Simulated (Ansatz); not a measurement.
# ZnO under strain

All numbers below come from Ansatz, DFT r2SCAN, scalar-relativistic, plane waves, PAW. Settings: 500 eV cutoff, 12×12×6 k-mesh, Gaussian smearing of 0.02 eV, no spin polarisation.

The relaxed crystal:

```yaml
crystal:
  lattice:
    - [3.23487, 0.00000, 0.00000]
    - [-1.61743, 2.80148, 0.00000]
    - [0.00000, 0.00000, 5.21231]
  atoms:
    - { symbol: Zn, position: [0.66667, 0.33333, 0.50043] }
    - { symbol: Zn, position: [0.33333, 0.66667, 0.00043] }
    - { symbol: O, position: [0.66667, 0.33333, 0.87988] }
    - { symbol: O, position: [0.33333, 0.66667, 0.37988] }
```

Deformation: uniaxial strain along c, with the lengths of a and b and the atoms relaxed and the angles held, all within the symmetry that the strain leaves. Energies are extrapolated to zero smearing. Gaps are generalised Kohn–Sham gaps over the whole zone.

```csv
strain (%),ΔE (meV/atom),a (Å),b (Å),c (Å),gap (eV)
-6.0,16.6,3.303,3.303,4.900,1.34
-4.0,7.8,3.280,3.280,5.004,1.31
-2.0,2.0,3.257,3.257,5.108,1.28
+0.0,0.0,3.235,3.235,5.212,1.24
+2.0,2.3,3.214,3.214,5.317,1.19
+4.0,9.2,3.193,3.193,5.421,1.13
```

What stiffness (1/V) d²E/dε² at zero strain does a cubic fit over all points give?

A cubic fit gives (1/V) d²E/dε² = 144 GPa at zero strain (Young's modulus along this axis, angles held).

How does the free axis a answer a small strain?

Between the innermost points its strain is -0.33 times the applied one.

How fast does the gap move with strain on either side?

-19 meV per percent on the compressed side and -23 meV per percent on the stretched side; it is direct at -2.0 %, direct at zero and direct at +2.0 %.